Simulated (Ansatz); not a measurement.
# Ni$_{2}$Ge under pressure

All numbers below come from DFT PBEsol, scalar-relativistic, plane waves, PAW in Ansatz 0.2.0. Run with 420 eV cutoff, 12×12×8 k-mesh, Gaussian smearing of 0.10 eV, no spin polarisation.

The relaxed crystal:

```
CELL_PARAMETERS angstrom
3.97196 0.00000 0.00000
-1.98598 3.43982 0.00000
0.00000 0.00000 5.01406
ATOMIC_POSITIONS crystal
Ni 0.66667 0.33333 0.25000
Ni 0.33333 0.66667 0.75000
Ni 0.00000 0.00000 0.00000
Ni 0.00000 0.00000 0.50000
Ge 0.66667 0.33333 0.75000
Ge 0.33333 0.66667 0.25000
```

Cell and atoms are relaxed at each pressure within the symmetry of the start, at zero temperature, so transitions that lower the symmetry aren't seen. The k-mesh given is that at zero pressure and may differ at others. a, b and c are the lengths of the cell vectors above.

| P (GPa) | V (Å³/atom) | V/V0 | a (Å) | b (Å) | c (Å) |
| --- | --- | --- | --- | --- | --- |
| -3 | 11.60 | 1.016 | 3.990 | 3.990 | 5.047 |
| 0 | 11.42 | 1.000 | 3.972 | 3.972 | 5.014 |
| 3 | 11.25 | 0.986 | 3.955 | 3.955 | 4.985 |
| 8 | 11.01 | 0.964 | 3.930 | 3.930 | 4.939 |
| 15 | 10.71 | 0.938 | 3.898 | 3.898 | 4.885 |
| 30 | 10.19 | 0.893 | 3.840 | 3.840 | 4.790 |
| 60 | 9.45 | 0.827 | 3.751 | 3.751 | 4.652 |

Task: What bulk modulus and pressure derivative fit these points?

Result: A third-order Birch–Murnaghan fit gives B0 = 201 GPa and B0' = 4.8.

Task: Which cell vector or vectors give way most up to 60 GPa?

Result: c: the changes are a -5.6 %, b -5.6 %, c -7.2 %.